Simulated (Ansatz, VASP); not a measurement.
One calculation of B, two programs

```
B
1.0
     4.20023    0.00000    0.00000
     0.00000    4.20023    0.00000
     0.00000    0.00000    1.91756
B
4
Direct
  0.20320 0.50000 0.00000
  0.79680 0.50000 0.00000
  0.50000 0.20320 0.00000
  0.50000 0.79680 0.00000
```

Alike in both runs: functional PBE; k mesh 12 × 12 × 24; occupations gaussian, width 0.1 eV; no spin polarisation.

Ansatz relaxed the structure, and its values are those at the end. VASP's run is a single point on that final structure, the one shown.

|  | VASP | Ansatz |
| --- | --- | --- |
| version | VASP 6.6.1 | Ansatz 0.2.0 |
| potentials or method | VASP PAW PBE potentials, release 64 (B) | scalar-relativistic, plane waves, PAW |
| plane-wave cutoff (eV) | 520 | 420 |
| valence electrons in the cell | 12 | 12 |

|  | VASP | Ansatz | Ansatz less VASP |
| --- | --- | --- | --- |
| gap on the k mesh at the Fermi level (eV) | none | none | - |
| pressure (GPa) | 0.0 | 0.0 | -0.01 |

A gap of «none» marks a metal or a gap that the smearing closes. The functional is the same, so the differences come from potentials, cutoffs and numerics.
